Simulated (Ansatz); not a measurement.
## Be2H3I (built on the sites of a database entry of Sr2H3I): following an unstable mode

Which phase does Be2H3I (built on the sites of a database entry of Sr2H3I) fall into along its unstable mode, and how much energy does it gain?

Method: DFT PBEsol, scalar-relativistic, plane waves, PAW, in Ansatz 0.2.0.

The structure was built from a prototype and need not be the compound's stable phase.

### 1. Starting point

The structure is trigonal, space group P-3m1 (No. 164). Conventional cell: a = 3.454 Å, b = 3.454 Å, c = 5.643 Å, α = 90.00°, β = 90.00°, γ = 120.00°. Be has 7 H at 1.46 to 2.11 Å and 3 Be at 2.44 Å and 3 I at 2.91 Å nearest. Nearest to H lie 6 Be at 2.11 Å and 6 H at 2.13 Å. Nearest to H lie 1 Be at 1.46 Å. Nearest to I lie 8 H at 2.82 to 2.87 Å and 6 Be at 2.91 Å. Farther neighbours and most contacts between anions are not listed.

### 2. Response at finite wavevector

The cell comes from relaxations at this level that are not shown. Stability and thermal properties need the whole zone. Linear response on a 3×3×2 q mesh gives force constants as far as a supercell of that size would.

input.yaml

```yaml
crystal:
  lattice:
    - [3.4536400321, 3.372e-06, 0.0]
    - [-1.7268229363, 2.9909383173, 0.0]
    - [0.0, 0.0, 5.6431505783]
  atoms:
    - { symbol: Be, position: [0.6666666667, 0.3333333333, 0.6240659027] }
    - { symbol: Be, position: [0.3333333333, 0.6666666667, 0.3759340973] }
    - { symbol: H, position: [0.0, 0.0, 0.5] }
    - { symbol: H, position: [0.6666666667, 0.3333333333, 0.3657961977] }
    - { symbol: H, position: [0.3333333333, 0.6666666667, 0.6342038023] }
    - { symbol: I, position: [0.0, 0.0, 0.0] }
kpoints:
  mp_grid: { grid: [12, 12, 6] }
hamiltonian:
  xc: pbesol
scf:
  occupations: { method: methfessel_paxton, width: 0.15 }
output:
  eigenvalues: true
phonons:
  method: dfpt
  qmesh: [3, 3, 2]
  temperatures: { t_max: 1000, t_step: 50 }
  qpath:
    path:
      - [[0.0, 0.0, 0.0], [0.5, 0.0, 0.0], [0.33333333, 0.33333333, 0.0], [0.0, 0.0, 0.0], [0.0, 0.0, 0.5], [0.5, 0.0, 0.5], [0.33333333, 0.33333333, 0.5], [0.0, 0.0, 0.5]]
      - [[0.5, 0.0, 0.5], [0.5, 0.0, 0.0]]
      - [[0.33333333, 0.33333333, 0.5], [0.33333333, 0.33333333, 0.0]]
    npoints: 10
```

Run with:

```bash
$ ansatz run input.yaml --threads 4 --pin off --max-ram 7168MiB --backend cpu --events-out ev --progress --plain --runs-dir out
```

Numbers of over 12 decimals in the logs are rounded to 6 here.

Log:

```text
Warning: phonons: the dynamical matrix that this run interpolates holds no multipole term above the dipole-dipole one, and a site of this crystal is no centre of inversion, so its interpolated transverse optical and acoustic branches and sound speeds can stay off near Gamma, and the density of states and the thermodynamics with them. What a run solves at a wave vector of phonons.qpoints, Gamma apart, where the deck admits one, is free of this, and under fd what a larger phonons.supercell samples
Engine: ansatz 0.2.0, aarch64-unknown-linux-gnu
Pseudopotentials: kind: paw
Pseudopotential: Be, paw, valence charge 2, recommended cutoff 420 eV (normal), Be.paw.azcp
Pseudopotential: H, paw, valence charge 1, recommended cutoff 420 eV (normal), H.paw.azcp
Pseudopotential: I, paw, valence charge 17, recommended cutoff 420 eV (normal), I.paw.azcp
Functional definition: PBEsol
  exchange = pbesol_x
  correlation = pbesol_c
Crystal: 6 atoms, lattice volume = 58.292 Å³
Basis set: ecut = 420 eV, 1123 PW (Γ), exchange–correlation on 48×48×80 points (8 copies of the dense FFT grid, shifted against one another)
Bands: 18, of which v1, the nominal top of the filled ones, is band 12 counted from 1 (11 counted from 0)
Symmetry: 12 space group operations
k-points: 100 of 864
Non-local potential: Be, projectors of the file, l = 0: 2, l = 1: 2, l = 2: 1
Non-local potential: H, projectors of the file, l = 0: 2, l = 1: 1
Non-local potential: I, projectors of the file, l = 0: 2, l = 1: 2, l = 2: 2, l = 3: 2
PAW form: soft (Blöchl's): semilocal exchange-correlation on the pseudo side does not see the compensation charge
PAW frozen core: Be, regenerated for the run's functional, and the local potential with it (the file was generated under x = pbe(κ = 0.804, μ = 0.219515), c = pbe(β = 0.066725))
PAW frozen core: I, regenerated for the run's functional, and the local potential with it (the file was generated under x = pbe(κ = 0.804, μ = 0.219515), c = pbe(β = 0.066725))
PAW one-centre angular grid: Be, 110 points (default); XC on 64 Gauss nodes
PAW one-centre angular grid: H, 110 points (default); XC on 64 Gauss nodes
PAW one-centre angular grid: I, 590 points (default); XC on 64 Gauss nodes
Initial density: superposition of atomic densities (neutral atoms: chi_scale 0, normalization atom), corrected by the library's trained network
Initial wavefunctions: pseudopotential atomic-orbital guess
Functional: x = pbesol(κ = 0.804, μ = 0.123457), c = pbesol(β = 0.046)
SCF iter   1: F=—  HF=-7656.950585 eV  |F-HF|=—  |Δ(HF+E_count)|=         —  Δρ=6.19e-3  dr2=3.58e-2  ethr=1.77e-3  ⟨swp⟩=6.6  Hψ=10405  notcnv=0
preconditioner: auto → Kerker (q_TF=auto, 2.353 Å⁻¹)  [metal: Δε(μ)=0.072 eV  Ē_g=10.128 eV  σ=0.150 eV  W_gap=0.38  n_scr=10 (ndim 8)  ℏωp=18.2 eV  f_vac=0.000  D(μ)=0.95/eV (n_scr^D=2)]
SCF iter   2: F=—  HF=-7656.942805 eV  |F-HF|=—  |Δ(HF+E_count)|=   7.78e-3  S|Δr|=    0.00e0  Δρ=3.13e-3  dr2=1.15e-2  ethr=1.49e-4  ⟨swp⟩=1.0  Hψ=2600  notcnv=0
SCF iter   3: F=—  HF=-7656.939776 eV  |F-HF|=—  |Δ(HF+E_count)|=   3.03e-3  S|Δr|=    0.00e0  Δρ=7.48e-4  dr2=9.20e-4  ethr=4.78e-5  ⟨swp⟩=2.1  Hψ=1949  notcnv=0
SCF iter   4: F=—  HF=-7656.939580 eV  |F-HF|=—  |Δ(HF+E_count)|=   1.96e-4  S|Δr|=    0.00e0  Δρ=3.07e-4  dr2=1.66e-4  ethr=3.83e-6  ⟨swp⟩=2.4  Hψ=2226  notcnv=0
SCF iter   5: F=—  HF=-7656.939541 eV  |F-HF|=—  |Δ(HF+E_count)|=   3.90e-5  S|Δr|=    0.00e0  Δρ=9.53e-5  dr2=7.69e-6  ethr=6.91e-7  ⟨swp⟩=2.0  Hψ=2027  notcnv=0
SCF iter   6: F=—  HF=-7656.939538 eV  |F-HF|=—  |Δ(HF+E_count)|=   2.51e-6  S|Δr|=    0.00e0  Δρ=1.76e-5  dr2=2.52e-7  ethr=3.20e-8  ⟨swp⟩=3.0  Hψ=2786  notcnv=0
SCF iter   7: F=—  HF=-7656.939538 eV  |F-HF|=—  |Δ(HF+E_count)|=   1.14e-7  S|Δr|=    0.00e0  Δρ=3.39e-6  dr2=9.27e-9  ethr=1.05e-9  ⟨swp⟩=2.0  Hψ=2360  notcnv=0
SCF iter   8: F=—  HF=-7656.939538 eV  |F-HF|=—  |Δ(HF+E_count)|=  5.73e-10  S|Δr|=    0.00e0  Δρ=1.06e-6  dr2=1.04e-9  ethr=3.86e-11  ⟨swp⟩=2.2  Hψ=2384  notcnv=0
SCF iter   9: F=—  HF=-7656.939538 eV  |F-HF|=—  |Δ(HF+E_count)|=  3.44e-10  S|Δr|=    0.00e0  Δρ=1.89e-7  dr2=3.61e-11  ethr=4.33e-12  ⟨swp⟩=3.0  Hψ=3094  notcnv=0
SCF iter  10: F=-7656.939538 eV  HF=-7656.939538 eV  |F-HF|=3.64e-12  |Δ(HF+E_count)|=  1.46e-11  S|Δr|=    0.00e0  Δρ=2.14e-8  dr2=2.94e-13  ethr=1.00e-12  ⟨swp⟩=10.1  Hψ=9486  notcnv=0
SCF 1 converged in 10 iterations: F = -7656.939538 eV  dr2 = 2.94e-13
  greatest PAW one-centre occupation: 0.999 electrons in one spin orbital (limit 2), on the I atom at site 5 (counted from 0), in its partial waves of l = 2
Initial density: read from a saved state, or passed on in memory by an earlier SCF of this step, an earlier step, the calling program or the single point that the run made first
iter 1 solved again at ethr=9.50e-7 eV; its pass at ethr=3.10e-3 eV (dr2=2.28e-4 eV) is discarded
SCF iter   1: F=—  HF=-7656.939537 eV  |F-HF|=—  |Δ(HF+E_count)|=         —  Δρ=9.63e-7  dr2=3.06e-10  ethr=9.50e-7  ⟨swp⟩=2.3  Hψ=14137  notcnv=0
eigensolver tolerance schedule: the retry pair's looser diagonalisation over-reported the residual by 744073.06 of it (diagonalisation noise at an unbounded share of the residual, at the tolerance the schedule requests for it); recorded, not acted on — ethr = c·dr2/N_el stays at c = 1.0e-1
preconditioner: auto → Kerker (q_TF=auto, 2.353 Å⁻¹)  [metal: Δε(μ)=0.074 eV  Ē_g=10.097 eV  σ=0.150 eV  W_gap=0.40  n_scr=10 (ndim 8)  ℏωp=18.2 eV  f_vac=0.000  D(μ)=0.97/eV (n_scr^D=2)]
SCF iter   2: F=—  HF=-7656.939538 eV  |F-HF|=—  |Δ(HF+E_count)|=   8.63e-7  S|Δr|=    0.00e0  Δρ=4.04e-7  dr2=4.52e-11  ethr=1.28e-12  ⟨swp⟩=4.2  Hψ=4469  notcnv=0
SCF iter   3: F=—  HF=-7656.939538 eV  |F-HF|=—  |Δ(HF+E_count)|=  9.09e-13  S|Δr|=    0.00e0  Δρ=2.80e-7  dr2=2.30e-11  ethr=1.00e-12  ⟨swp⟩=3.9  Hψ=5739  notcnv=0
SCF iter   4: F=-7656.939538 eV  HF=-7656.939538 eV  |F-HF|=2.73e-12  |Δ(HF+E_count)|=  5.46e-12  S|Δr|=    0.00e0  Δρ=1.38e-7  dr2=6.23e-12  ethr=1.00e-12  ⟨swp⟩=1.0  Hψ=4001  notcnv=0
SCF 2 converged in 4 iterations: F = -7656.939538 eV  dr2 = 6.23e-12
phonons: the bands overlap, so this run is a metal and interpolates without the dipole-dipole term. If the crystal is really an insulator or semiconductor, its LO-TO splitting is missing
NSCF: frozen V_eff on 100 k-points
NSCF: frozen V_eff on 436 k-points
DFPT response loops at q = (0, 0, 0) (fractional): preconditioner auto → Kerker (q_TF=auto, 2.353 Å⁻¹) (partly filled bands, converged f_vac=0.000); β = 1.00, the filter's whole step (`scf.mixing.beta` (0.50) is not read by the response loops under this deck's `scf.mixing.preconditioner`; to damp them name `kerker` or `kerker_dos`, under which they read `scf.mixing.beta`, and type it under 1.00, their step now; both keys bind the ground state too); Broyden in place of MSR1
NSCF: frozen V_eff on 872 k-points
DFPT response loops at q = (0, 0, -0.5) (fractional): mixed as the last ones told, above
NSCF: frozen V_eff on 1728 k-points
DFPT response loops at q = (0, 0.333333, 0) (fractional): mixed as the last ones told, above
NSCF: frozen V_eff on 1728 k-points
DFPT response loops at q = (0, 0.333333, -0.5) (fractional): mixed as the last ones told, above
NSCF: frozen V_eff on 1728 k-points
DFPT response loops at q = (0.333333, 0.333333, 0) (fractional): mixed as the last ones told, above
NSCF: frozen V_eff on 1728 k-points
DFPT response loops at q = (0.333333, 0.333333, -0.5) (fractional): mixed as the last ones told, above
SCF converged after 10 iterations
Stability not checked: this state was not tested for a lower state beside it, because cold or Methfessel-Paxton smearing, or corrected tetrahedra, fill the levels in a way that the test cannot read (fill_not_monotonic; see scf.lower_state_search)
Free energy (F): -7656.939538 eV
Harris-Foulkes:  -7656.939538 eV  (|F-HF|=3.64e-12)
Internal energy: -7656.940377 eV  (E = F + TS)
E sigma→0 (E₀):  -7656.939748 eV
Entropy (-TS):   0.000839 eV (0.140 meV/atom)
Fermi energy:    8.876573 eV
--- Per-component energies (eV) ---
  E_band       = -336.062137
  E_kinetic    = 266.844493
  E_local      = -2069.480822  (includes V_loc(G=0)·N_el)
  E_nonlocal   = -77.574200
  E_hartree    = 1083.506737
  E_xc         = -192.003794
  E_vxc        = -203.603411  (∫ρ·V_xc dr)
  E_paw        = -4850.871984  (= ΣΔE_a)
  E_vpaw       = -419.258513  (= ΣTr[D̂ρ^β])
  E_aug_tail   = -0.003148  (compensation charges beyond the density's cutoff)
  E_ewald      = -1817.788864
  E_core_change = 0.431205  (= ΣΔE_core)
  E_smearing   = 0.000839  (= −TS)
  E_closure    = 0.000000  (closes the sum)
  Σ components = -7656.939538   (vs F -7656.939538, Δ=0.00e0)
--- Band table (eV; the first three rows and the last of 100) ---
  k-point 0: bands = [... 8 lower, 8.0825, 8.2459, 8.2459, 9.6901, 11.3781, 11.3781, 11.9021, 14.5185, ... 2 higher]
  k-point 1: bands = [... 8 lower, 7.4516, 8.2604, 8.2604, 9.7139, 11.4340, 11.4340, 12.1908, 14.2471, ... 2 higher]
  k-point 2: bands = [... 8 lower, 6.0463, 8.2900, 8.2900, 9.7600, 11.5656, 11.5656, 12.5979, 13.7675, ... 2 higher]
  k-point 99: bands = [... 8 lower, 1.8778, 3.2137, 3.2137, 7.4546, 10.4579, 10.4579, 12.1353, 13.6395, ... 2 higher]
--- Phonons (Γ-DFPT): 8 representative perturbations + reference (Σ response iterations 26) ---
  ASR residual: 3.995e-5 → 0.000e0 eV/Å²; symmetrization residual: 2.145e-6 eV/Å²
  ASR residual per site (eV/Å²): 4.00e-5 4.00e-5 3.65e-6 3.79e-6 3.79e-6 5.83e-6
  Γ frequencies (cm⁻¹): -1040.42 -1040.42 -338.99 -338.99 -99.72 -99.72 -15.71 0.00 0.00 0.00 477.72 639.96 677.20 677.20 783.03 783.03 1563.89 1569.23
--- Phonons (arbitrary-q DFPT): 6 irreducible q on the 3×3×2 mesh ---
  q = [0.0000, 0.0000, 0.0000] (star 1, of the zone-centre solve; hermiticity 4.88e-7, symmetrization 6.81e-8): -1040.42 -1040.42 -338.99 -338.99 -99.72 -99.72 -15.71 -0.00 -0.00 0.00 477.72 639.96 677.20 677.20 783.03 783.03 1563.89 1569.23
  q = [0.0000, 0.0000, -0.5000] (star 1, 8 solved perturbations in 2144 linear systems a pass and spin channel, the states on 436 of 864 k-point pairs; hermiticity 2.80e-7, symmetrization 1.47e-8): -1038.47 -1038.47 -347.25 -347.25 -71.47 -71.47 -16.51 -16.51 60.03 260.42 374.46 648.30 648.30 729.87 799.96 799.96 1557.71 1601.88
  q = [0.0000, 0.3333, 0.0000] (star 6, 12 solved perturbations in 8784 linear systems a pass and spin channel, the states on 864 of 864 k-point pairs; hermiticity 3.26e-7, symmetrization 3.72e-8): -973.29 -662.48 -406.94 -321.10 -286.29 -100.96 -79.12 58.23 65.23 153.53 239.16 375.21 511.27 708.06 873.39 895.99 1561.21 1561.67
  q = [0.0000, 0.3333, -0.5000] (star 6, 12 solved perturbations in 8784 linear systems a pass and spin channel, the states on 864 of 864 k-point pairs; hermiticity 2.71e-7, symmetrization 1.34e-7): -996.11 -639.91 -421.67 -320.13 -275.23 -255.58 -71.72 48.32 131.13 140.25 236.11 322.50 515.73 743.79 877.23 912.51 1559.43 1573.23
  q = [0.3333, 0.3333, 0.0000] (star 2, 8 solved perturbations in 4104 linear systems a pass and spin channel, the states on 864 of 864 k-point pairs; hermiticity 2.68e-7, symmetrization 1.78e-8): -940.88 -940.88 -371.99 -321.82 -225.39 -225.39 -65.44 60.58 60.58 142.81 171.62 171.62 696.63 801.89 845.61 845.61 1549.91 1549.91
  q = [0.3333, 0.3333, -0.5000] (star 2, 8 solved perturbations in 4104 linear systems a pass and spin channel, the states on 864 of 864 k-point pairs; hermiticity 2.84e-7, symmetrization 2.45e-8): -847.12 -847.12 -338.94 -336.77 -199.52 -199.52 -42.78 90.72 90.72 143.31 143.31 303.42 669.38 847.09 856.81 856.81 1560.24 1560.24
  sum rule: each row above includes the acoustic sum rule's correction from the zone centre's row sums; it moved no ω² by more than (1.10 cm⁻¹)²
  mesh force constants: q→R imaginary residual 0.00e0; ASR residual 3.995e-5 → 0.000e0 eV/Å²; symmetrization residual 7.994e-15 eV/Å²
  interpolated dispersion: 93 rows × 18 modes
  density of states and harmonic sums: on the 21×21×12 q-mesh, interpolated from the force constants of a 3×3×2 supercell (no non-analytic term)
  largest difference from the sums on the solved wave vectors: F 4.52e-2 eV, S 6.02e-5 and C_V 1.45e-5 eV/K
  zero-point energy: 0.439286 eV/cell   skipped modes (ω ≤ 0): 3675, of them read as no rigid motion or as one in doubt: 3672 (7.051e0 modes/cell left out, lowest -1040.42 cm⁻¹)   left out of the sums: 3.92e-1 of the cell's modes: C_V's classical limit lies that fraction below 3 k_B per atom; for a crystal, a wire or a layer, F and S can be off by more, and a phonons.interpolated_qmesh denser along its periods is the remedy for the sampling
```

Wall time 11 min (4 threads of Arm Neoverse V1, shared host); peak memory 2.2 GiB; 42 min of CPU time.

This step gave:

```yaml
volume_per_atom: 9.715 Å³
gap_on_the_k_mesh: 0 eV
sum_rule_residual_before_enforcement: 4.00e-5 eV/Å²
lowest_frequency_on_the_path: -1040 cm⁻¹
point_group: -3m
highest_frequency_on_the_path_or_at_a_solved_wavevector: 1602 cm⁻¹
highest_optical_mode_at_the_zone_centre_no_lo_to_term: 1569 cm⁻¹
lowest_optical_zone_centre_mode: -1040 cm⁻¹
lowest_mode_on_the_q_mesh_acoustic_modes_at_gamma_apart: -1040 cm⁻¹
```

Frequencies (cm⁻¹) solved at each irreducible wavevector; negative means imaginary. Frequencies by wavevector, by row:

| q in reciprocal lattice units | star | mode 1 | mode 2 | mode 3 | mode 4 | mode 16 | mode 17 | mode 18 |
| --- | --- | --- | --- | --- | --- | --- | --- | --- |
| 0 0 0 | 1 | -1040 | -1040 | -339 | -339 | 783 | 1564 | 1569 |
| 0 0 -0.5 | 1 | -1038 | -1038 | -347.2 | -347.2 | 800 | 1558 | 1602 |
| 0 0.3333 0 | 6 | -973.3 | -662.5 | -406.9 | -321.1 | 896 | 1561 | 1562 |
| 0 0.3333 -0.5 | 6 | -996.1 | -639.9 | -421.7 | -320.1 | 912.5 | 1559 | 1573 |
| 0.3333 0.3333 0 | 2 | -940.9 | -940.9 | -372 | -321.8 | 845.6 | 1550 | 1550 |
| 0.3333 0.3333 -0.5 | 2 | -847.1 | -847.1 | -338.9 | -336.8 | 856.8 | 1560 | 1560 |

Interpolated from a 3×3×2 q mesh. Phonon branches along the path, in cm⁻¹:

| point | branch 1 | branch 2 | branch 3 | branch 4 | branch 15 | branch 16 | branch 17 | branch 18 |
| --- | --- | --- | --- | --- | --- | --- | --- | --- |
| Γ | -1040 | -1040 | -339 | -339 | 783 | 783 | 1564 | 1569 |
| halfway | -984 | -723 | -349 | -307 | 863 | 880 | 1564 | 1565 |
| M | -977 | -685 | -492 | -326 | 884 | 904 | 1555 | 1557 |
| halfway | -978 | -813 | -410 | -330 | 866 | 884 | 1553 | 1554 |
| K | -941 | -941 | -372 | -322 | 846 | 846 | 1550 | 1550 |
| halfway | -975 | -705 | -335 | -315 | 849 | 891 | 1563 | 1563 |
| Γ | -1040 | -1040 | -339 | -339 | 783 | 783 | 1564 | 1569 |
| halfway | -1039 | -1039 | -343 | -343 | 792 | 792 | 1559 | 1588 |
| A | -1038 | -1038 | -347 | -347 | 800 | 800 | 1558 | 1602 |
| halfway | -1008 | -731 | -359 | -324 | 865 | 892 | 1561 | 1581 |
| L | -988 | -631 | -505 | -315 | 894 | 930 | 1551 | 1572 |
| halfway | -942 | -732 | -395 | -332 | 882 | 904 | 1554 | 1568 |
| H | -847 | -847 | -339 | -337 | 857 | 857 | 1560 | 1560 |
| halfway | -986 | -703 | -347 | -329 | 847 | 899 | 1562 | 1575 |
| A | -1038 | -1038 | -347 | -347 | 800 | 800 | 1558 | 1602 |
| jump to L | -988 | -631 | -505 | -315 | 894 | 930 | 1551 | 1572 |
| halfway | -982 | -658 | -498 | -321 | 889 | 917 | 1552 | 1566 |
| M | -977 | -685 | -492 | -326 | 884 | 904 | 1555 | 1557 |
| jump to H | -847 | -847 | -339 | -337 | 857 | 857 | 1560 | 1560 |
| halfway | -896 | -896 | -359 | -325 | 852 | 852 | 1555 | 1555 |
| K | -941 | -941 | -372 | -322 | 846 | 846 | 1550 | 1550 |

Symmetry leaves 6 wavevectors to solve. The lowest mode among them, the acoustic zeros apart, lies at Γ and is imaginary, 1040.4i cm⁻¹, so the energy falls along it.

### 3. The mode frozen in, largest atomic shift 0 Å

The mode followed lies at Γ with frequency 1040.4i cm⁻¹ and is 2-fold degenerate, the softest among the wavevectors solved. At small amplitude the distorted cell has space group no. 5 by a symmetry search on the positions. The undistorted cell that holds it gives the zero of energy on the same k mesh.

input.yaml, the sections that differ from step 2:

```yaml
output:
  forces: true
  stress: true
  eigenvalues: true
# crystal, kpoints, hamiltonian, scf: as in step 2
# phonons: removed
```

Log:

```text
[...]
Crystal: 6 atoms, lattice volume = 58.292 Å³
Basis set: ecut = 420 eV, 1123 PW (Γ), exchange–correlation on 48×48×80 points (8 copies of the dense FFT grid, shifted against one another)
Bands: 18, of which v1, the nominal top of the filled ones, is band 12 counted from 1 (11 counted from 0)
Symmetry: 12 space group operations
[...]
k-points: 100 of 864
[...]
k-point 0: bands = [... 8 lower, 8.0825, 8.2459, 8.2459, 9.6902, 11.3781, 11.3781, 11.9021, 14.5185, ... 2 higher]
  k-point 1: bands = [... 8 lower, 7.4517, 8.2604, 8.2604, 9.7139, 11.4340, 11.4340, 12.1908, 14.2471, ... 2 higher]
  k-point 2: bands = [... 8 lower, 6.0463, 8.2900, 8.2900, 9.7600, 11.5656, 11.5656, 12.5979, 13.7675, ... 2 higher]
  k-point 99: bands = [... 8 lower, 1.8778, 3.2137, 3.2137, 7.4546, 10.4579, 10.4579, 12.1353, 13.6395, ... 2 higher]
[key lines of the parts left out:]
SCF converged after 7 iterations
Free energy (F): -7656.939538 eV
Fermi energy:    8.876574 eV
P = ⅓ Tr σ = -0.0003 GPa (-0.003 kbar)
```

It took 1.5 s on 4 threads; peak memory 0.39 GiB.

This step gave:

| Quantity | Value |
| --- | --- |
| pressure | -2.52e-4 GPa |
| energy from the undistorted cell | 0 meV/atom |

The run ends at a pressure of 0.00 GPa.

### 4. The mode frozen in, largest atomic shift 0.6 Å

The atoms are moved along the unstable eigenvector, the largest shift by 0.6 Å, with the cell fixed.

input.yaml, the sections that differ from step 3:

```yaml
crystal:
  lattice:
    - [3.4536400321, 3.372e-06, 0.0]
    - [-1.7268229363, 2.9909383173, 0.0]
    - [0.0, 0.0, 5.6431505783]
  atoms:
    - { symbol: Be, position: [0.6424689305, 0.3091355971, 0.6240659027] }
    - { symbol: Be, position: [0.3091355971, 0.6424689305, 0.3759340973] }
    - { symbol: H, position: [0.1737297444, 0.1737297444, 0.5] }
    - { symbol: H, position: [0.791002206, 0.4576688727, 0.3657961977] }
    - { symbol: H, position: [0.4576688727, 0.791002206, 0.6342038023] }
    - { symbol: I, position: [8.17058e-05, 8.17058e-05, 0.0] }
# kpoints, hamiltonian, scf, output: as in step 3
```

Log:

```text
[...]
Crystal: 6 atoms, lattice volume = 58.292 Å³
Basis set: ecut = 420 eV, 1123 PW (Γ), exchange–correlation on 48×48×80 points (8 copies of the dense FFT grid, shifted against one another)
Bands: 18, of which v1, the nominal top of the filled ones, is band 12 counted from 1 (11 counted from 0)
Symmetry: 2 space group operations
[...]
k-points: 242 of 864 (time reversal used)
[...]
k-point 0: bands = [... 8 lower, 7.5111, 7.6604, 8.1538, 9.0111, 11.7699, 11.9571, 12.2755, 14.3752, ... 2 higher]
  k-point 1: bands = [... 8 lower, 7.0465, 7.7491, 8.1461, 8.9750, 11.0880, 11.9468, 13.1615, 14.0513, ... 2 higher]
  k-point 2: bands = [... 8 lower, 5.8452, 7.9224, 8.1565, 8.8298, 10.6522, 12.0171, 13.5532, 13.8490, ... 2 higher]
  k-point 241: bands = [... 8 lower, 1.4226, 5.3265, 6.2373, 6.3694, 8.9025, 11.1418, 11.8808, 12.6538, ... 2 higher]
[key lines of the parts left out:]
SCF converged after 7 iterations
Free energy (F): -7657.945283 eV
Fermi energy:    8.555258 eV
P = ⅓ Tr σ = 2.6426 GPa (26.426 kbar)
```

Run time: 6 s. Hardware: 4 threads; peak memory 0.55 GiB; 23 s of CPU time.

Numbers from this step:

```yaml
pressure: 2.643 GPa
energy_from_the_undistorted_cell: -167.6 meV/atom
```

The energy, extrapolated to zero smearing, is -167.62 meV/atom against the undistorted cell.

The run ends at a pressure of 2.64 GPa, with forces up to 1.4 eV/Å.

(Part 1 of 3 ends here.)

[Logs are printed without paths, hosts, clocks, repeated set-up lines and the standing remarks that a program may print on its own settings, such as how far it seeks lower states.]

[Hosts, paths, dates, database ids (printed as entryN), source tags and the programs' standing remarks are cut or masked in the printed files.]
